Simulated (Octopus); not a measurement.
# CdS (Fm-3m) in Octopus: reference runs

Aim: a first look at CdS with PBEsol, on the cell as given.

Program: Octopus 16.4. These are calculated values, not measurements. Logs are shortened: lines on timing, memory, paths and dates and some standing lists are left out, and cuts for length are marked.

**1. Starting point**

It takes space group Fm-3m (No. 225, cubic). Conventional cell: a = 5.506 Å, b = 5.506 Å, c = 5.506 Å, α = 90.00°, β = 90.00°, γ = 90.00°. Cd (site symmetry m-3m) is surrounded by 6 S at 2.75 Å. Around S (site symmetry m-3m) lie 6 Cd at 2.75 Å.

Measurements of this composition are mostly on another form, of space group No. 186.

**2. Single point, PBEsol**

The input, inp:

```
CalculationMode = gs
UnitsOutput = eV_Angstrom
PeriodicDimensions = 3
ExperimentalFeatures = yes
PseudopotentialSet = pseudodojo_pbesol
%LatticeParameters
 1*angstrom | 1*angstrom | 1*angstrom
%
%LatticeVectors
 0 | 2.753244 | 2.753244
 2.753244 | 0 | 2.753244
 2.753244 | 2.753244 | 0
%
%ReducedCoordinates
 "Cd" | 0 | 0 | 0
 "S" | 0.5 | 0.5 | 0.5
%
%Spacing
 0.12167734*angstrom | 0.12167734*angstrom | 0.12167734*angstrom
%
DerivativesOrder = 8
%KPointsGrid
 8 | 8 | 8
%
KPointsUseSymmetries = yes
XCFunctional = gga_x_pbe_sol + gga_c_pbe_sol
SmearingFunction = fermi_dirac
Smearing = 0.05*eV
ExtraStates = 6
Eigensolver = chebyshev_filter
ConvRelDens = 3e-7
MaximumIter = 120
%Output
 density | cube
 elf | cube
 potential | cube
%
```

Potentials or basis: pseudodojo_pbesol (PseudoDojo 0.4, PBEsol).

Run with:

```sh
$ OMP_NUM_THREADS=1 octopus > out.log
```

out.log:

```text
Running octopus

[... 13 lines left out ...]

Input: [AllElectronType = no]
Input: [PseudopotentialSet = pseudodojo_pbesol]
Reading Coordinates from ReducedCoordinates block

****************************** Species *******************************
  Species 'Cd'
    type             : pseudopotential
    file             : 'Cd.upf'
    file format      : UPF2
    valence charge   : 20.0
    atomic number    :  48
    form on file     : kleinman-bylander
    lmax             : 2
    llocal           : -1
    projectors per l : 2
    total projectors : 6
    application form : kleinman-bylander
    orbitals         : 10
    bound orbitals   : 10

  Species 'S'
    type             : pseudopotential
    file             : 'S.upf'
    file format      : UPF2
    valence charge   : 6.0
    atomic number    :  16
    form on file     : kleinman-bylander
    lmax             : 2
    llocal           : -1
    projectors per l : 2
    total projectors : 6
    application form : kleinman-bylander
    orbitals         :  4
    bound orbitals   :  4

**********************************************************************

***************************** Symmetries *****************************
Space group No.  225
International: Fm-3m
Schoenflies: Oh^5
Info: The system has    48 symmorphic symmetries that can be used.
  Index                Rotation matrix                      Fractional translations
    1 :     1   0   0     0   1   0     0   0   1      0.000000    0.000000    0.000000
    2 :    -1   0   0     0  -1   0     0   0  -1      0.000000    0.000000    0.000000
    3 :     1   0  -1     1   0   0     1  -1   0      0.000000    0.000000    0.000000
    4 :    -1   0   1    -1   0   0    -1   1   0      0.000000    0.000000    0.000000
    5 :     0   1  -1     1   0  -1     0   0  -1      0.000000    0.000000    0.000000
    6 :     0  -1   1    -1   0   1     0   0   1      0.000000    0.000000    0.000000
[... 40 lines left out ...]
   47 :     0   1  -1    -1   1   0     0   1   0      0.000000    0.000000    0.000000
   48 :     0  -1   1     1  -1   0     0  -1   0      0.000000    0.000000    0.000000
Info: The system also has     0 nonsymmorphic symmetries (not used for electrons).
**********************************************************************

Input: [CurvMethod = curv_affine]
Input: [DerivativesStencil = stencil_stargeneral]

****************************** Lattice *******************************
  Lattice Vectors [A]
    0.000000    2.753244    2.753244
    2.753244    0.000000    2.753244
    2.753244    2.753244    0.000000
  Cell volume =            41.7411 [A^3]
  Reciprocal-Lattice Vectors [A^-1]
   -1.141051    1.141051    1.141051
    1.141051   -1.141051    1.141051
    1.141051    1.141051   -1.141051
  Cell angles [degree]
    alpha =   60.000
    beta  =   60.000
    gamma =   60.000
**********************************************************************

Checking if the generated full k-point grid is symmetric

    29 k-points generated from parameters :
 ---------------------------------------------------
    n =    8    8    8

    s1  =  0.00  0.00  0.00

   index |      weight  |             coordinates              |
       1 |     0.001953 |    0.000000    0.000000    0.000000  |
       2 |     0.015625 |    0.125000    0.000000    0.000000  |
       3 |     0.011719 |    0.125000    0.125000    0.000000  |
       4 |     0.023438 |   -0.125000    0.125000    0.000000  |
       5 |     0.046875 |   -0.125000    0.125000    0.125000  |
       6 |     0.015625 |    0.250000    0.000000    0.000000  |
[... 21 lines left out ...]
      28 |     0.023438 |   -0.375000    0.500000    0.125000  |
      29 |     0.005859 |    0.500000    0.500000    0.000000  |

Input: [SmearingFunction = fermi_dirac]
Input: [SymmetrizeDensity = yes]

******************************* States *******************************
Total electronic charge  =       26.000
Number of states         =       19
States block-size        =        4
**********************************************************************
[... 5 lines left out ...]
Simulation Box:
  Type = parallelepiped
  Lengths [A] = (   3.894,   3.894,   3.894)
Main mesh:
  Spacing [A] = ( 0.122, 0.122, 0.122)    volume/point [A^3] =      0.00127
  # inner mesh =      32768
  # total mesh =      95040
  Grid Cutoff [eV] =  2539.821520    Grid Cutoff [Ry] =   186.673455
**********************************************************************

Input: [StatesPack = yes]
Input: [StatesOrthogonalization = cholesky_serial]

**************************** Theory Level ****************************
Input: [TheoryLevel = kohn_sham]

Exchange-correlation:
  Exchange
    Perdew, Burke & Ernzerhof SOL (GGA)
    [1] J. P. Perdew, A. Ruzsinszky, G. I. Csonka, O. A. Vydrov, G. E. Scuseria, L. A. Constantin, X. Zhou, and K. Burke.,  Phys. Rev. Lett. 100, 136406 (2008)
  Correlation
    Perdew, Burke & Ernzerhof SOL (GGA)
    [1] J. P. Perdew, A. Ruzsinszky, G. I. Csonka, O. A. Vydrov, G. E. Scuseria, L. A. Constantin, X. Zhou, and K. Burke.,  Phys. Rev. Lett. 100, 136406 (2008)

**********************************************************************
[... 5 lines left out ...]
**********************************************************************

Info: FFT grid dimensions       = 32 x 32 x 32
      Total grid size           = 32768 (      0.2 MiB )
Input: [FilterPotentials = filter_TS]
Info: Pseudopotential for Cd
  Radii for localized parts:
    local part     =  1.3 A
    non-local part =  1.1 A
    orbitals       =  5.4 A

Info: Pseudopotential for S
  Radii for localized parts:
    local part     =  1.2 A
    non-local part =  1.3 A
    orbitals       =  4.6 A

Input: [RelativisticCorrection = non_relativistic]
[... 11 lines left out ...]
      Block       2 contains       4 states:       5 -       8
      Block       3 contains       4 states:       9 -      12
      Block       4 contains       4 states:      13 -      16
      Block       5 contains       3 states:      17 -      19
Info: Ground-state allocation done.
Info: Could not find 'restart/gs' directory for restart.
[... 18 lines left out ...]
** Warning:
**   Cannot do LCAO for all states because there are not enough atomic orbitals.
**   Required: 19. Available: 14. 5 orbitals will be randomized.

Info: Unnormalized total charge =     26.003369
Info: Renormalized total charge =     26.000000

** Warning:
**   Symmetrization discrepancy ratio (scalar) =  6.20034E-06

Info: Setting up Hamiltonian.
Info: Performing initial LCAO calculation with     14 orbitals.
Info: Getting Hamiltonian matrix elements.

Eigenvalues [eV]
 #st  Spin   Eigenvalue      Occupation
#k =       1, k = (  0.000000,  0.000000,  0.000000)
   1   --   -96.955510       2.000000
   2   --   -58.062087       2.000000
   3   --   -58.062087       2.000000
   4   --   -58.061877       2.000000
   5   --   -10.260734       2.000000
   6   --    -3.140369       2.000000
   7   --    -3.140352       2.000000
   8   --    -3.140352       2.000000
   9   --    -3.139078       2.000000
  10   --    -3.139078       2.000000
  11   --     1.771216       2.000000
  12   --     1.771216       2.000000
  13   --     1.771390       2.000000
  14   --     4.154614       2.000000
#k =       2, k = (  0.125000,  0.000000,  0.000000)
   1   --   -96.897951       2.000000
   2   --   -58.044295       2.000000
   3   --   -58.044110       2.000000
   4   --   -57.926701       2.000000
   5   --   -10.116090       2.000000
   6   --    -2.940534       2.000000
   7   --    -2.940532       2.000000
   8   --    -2.712500       2.000000
   9   --    -2.712490       2.000000
  10   --    -2.638777       2.000000
  11   --     1.291769       2.000000
  12   --     2.043209       2.000000
  13   --     2.043362       2.000000
  14   --     5.201010       2.000000
[... 27 further k-points ...]
Fermi energy =     8.776697 eV
Generating random wavefunctions for states       15 and above
Orthogonalizing wavefunctions.
Info: Ground-state restart information will be written to 'restart/gs'.
Info: SCF using complex wavefunctions.
Info: Starting SCF iteration.

** Warning:
**   Symmetrization discrepancy ratio (scalar) =  9.08035E-03

*********************** SCF CYCLE ITER #    1 ************************
 etot  = -5.02182529E+03 abs_ev   =  7.36E+01 rel_ev   =  1.25E-01
 ediff =        1.85E+02 abs_dens =  1.42E+00 rel_dens =  5.46E-02
Matrix vector products: 725
Converged eigenvectors: 0

#  State  KPoint  Eigenvalue [eV]  Occupation    Error
      1       1      -96.957168    2.000000   ( 3.1E-07)
      1       2      -96.957161    2.000000   ( 2.0E-05)
      1       3      -96.957159    2.000000   ( 3.0E-05)
      1       4      -96.957150    2.000000   ( 3.1E-05)
      1       5      -96.957144    2.000000   ( 3.8E-05)
      1       6      -96.957143    2.000000   ( 3.7E-05)
      1      10      -96.957135    2.000000   ( 2.4E-05)
      1       7      -96.957133    2.000000   ( 4.3E-05)

  [output of 360 eigenvalues skipped: maximum error = 8.0E-02]
[... 21 lines left out ...]
     19      20       19.000830    0.000000   ( 1.6E-01)
     19      26       19.128018    0.000000   ( 1.7E-01)
     19      13       19.321074    0.000000   ( 1.9E-01)
     19      21       19.727097    0.000000   ( 1.3E-01)
     19      24       19.811719    0.000000   ( 1.4E-01)
     19      25       20.511937    0.000000   ( 1.8E-01)
     19       1       20.735817    0.000000   ( 4.2E-02)
     19      29       20.828891    0.000000   ( 2.2E-01)

Density of states:

-------------------------------------------------------%--------------
-------------------------------------------------------%--------------
-------------------------------------------------------%--------------
-------------------------------------------------------%--------------
-----------------------%-------------------------------%--------------
-----------------------%-------------------------------%--------------
-----------------------%-------------------------------%--------------
-----------------------%-------------------------------%--------------
%----------------------%---------------------------%---%%%%----%--%---
%----------------------%---------------------------%---%%%%-%%%%%%%%%-
                                                           ^

Fermi energy =     3.200300 eV

**********************************************************************

*********************** SCF CYCLE ITER #    2 ************************
 etot  = -5.06183093E+03 abs_ev   =  1.42E+01 rel_ev   =  2.35E-02
 ediff =        1.47E+00 abs_dens =  5.58E-01 rel_dens =  2.14E-02
Matrix vector products: 725
Converged eigenvectors: 0
[... 151 lines left out ...]
*********************** SCF CYCLE ITER #   15 ************************
 etot  = -5.06847799E+03 abs_ev   =  2.16E-04 rel_ev   =  3.55E-07
 ediff =        9.51E-06 abs_dens =  1.54E-06 rel_dens =  5.90E-08
Matrix vector products: 725
Converged eigenvectors: 0

#  State  KPoint  Eigenvalue [eV]  Occupation    Error
      1       1      -98.288002    2.000000   ( 9.0E-08)
      1       2      -98.287995    2.000000   ( 9.0E-08)
      1       3      -98.287993    2.000000   ( 8.9E-08)
      1       4      -98.287985    2.000000   ( 8.9E-08)
      1       5      -98.287979    2.000000   ( 8.9E-08)
      1       6      -98.287978    2.000000   ( 9.0E-08)
      1      10      -98.287971    2.000000   ( 8.9E-08)
      1       7      -98.287968    2.000000   ( 8.9E-08)

  [output of 361 eigenvalues skipped: maximum error = 5.5E-07]
[... 21 lines left out ...]
     19      11       16.600919    0.000000   ( 4.6E-02)
     19      24       16.754616    0.000000   ( 4.6E-02)
     19      17       16.799760    0.000000   ( 4.2E-02)
     19      13       16.917747    0.000000   ( 5.1E-02)
     19      28       17.313027    0.000000   ( 5.6E-02)
     19      21       17.371594    0.000000   ( 5.1E-02)
     19      29       17.401545    0.000000   ( 5.9E-02)
     19      26       17.696337    0.000000   ( 6.7E-02)

Density of states:

--------------------------------------------------------%-------------
--------------------------------------------------------%-------------
--------------------------------------------------------%-------------
--------------------------------------------------------%-------------
-----------------------%--------------------------------%-------------
-----------------------%--------------------------------%-------------
-----------------------%--------------------------------%-------------
-----------------------%--------------------------------%--------%----
%----------------------%-----------------------------%--%-%%%---%%-%--
%----------------------%-----------------------------%--%-%%%-%%%%%%%-
                                                            ^

Fermi energy =     3.339081 eV

**********************************************************************

Info: SCF converged in   15 iterations

** Warning:
**   Some of the states are not fully converged!

Info: Number of matrix-vector products:      10875
Info: Writing output to static/

Info: Finished writing information to 'restart/gs'.

Octopus emitted 20 warnings.
```

Run time: 7.4 min. Hardware: 1 thread of Arm Neoverse V1, shared host; peak memory 1 GiB.

Results:

```
Free energy            : -5068.4798 eV
Band gap on the k mesh : 0.14 eV, indirect (least direct gap 1.44 eV)
```

Levels at points of the mesh, in eV from the valence-band top:
| k point | band 11 | band 12 | band 13 | band 14 | band 15 | band 16 |
| --- | --- | --- | --- | --- | --- | --- |
| (0.00, 0.00, 0.00) | -0.73 | -0.73 | -0.73 | 0.71 | 9.08 | 9.09 |
| (0.50, 0.00, 0.00) | -4.81 | 0.00 | 0.00 | 3.36 | 5.78 | 5.78 |
| (0.50, 0.50, 0.00) | -4.17 | -2.10 | -2.10 | 0.14 | 5.92 | 9.57 |

A k mesh can miss the band edges.
